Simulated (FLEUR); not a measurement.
Ag: equation of state with LDA exchange alone (X-alpha)

The system is Ag.

```
Ag
1.0
     0.00000    2.04275    2.04275
     2.04275    0.00000    2.04275
     2.04275    2.04275    0.00000
Ag
1
Direct
  0.00000 0.00000 0.00000
```

* Program: FLEUR MaX-R8.1 (later development tree)
* Task: equation of state
* Functional: LDA exchange alone (X-alpha)
* Potentials or basis: all-electron
* Basis: FLAPW
* Kmax: 4.1 1/bohr
* k mesh: 11 × 11 × 11
* Occupations: fermi-dirac, width 0.05 eV
* Spin: no spin polarisation

The equilibrium volume is 16.85 Å³/atom, the bulk modulus is 118 GPa and the pressure derivative of the bulk modulus is 6.0 (rough: it moves with the points fitted).

Energy against volume, from the lowest point:
```tsv
volume (Å³/atom)	energy (meV/atom)
16.025	15.68
16.366	4.49
17.048	0.00
17.730	14.33
18.071	27.05
```

Zero-point motion and thermal expansion aren't in these numbers.
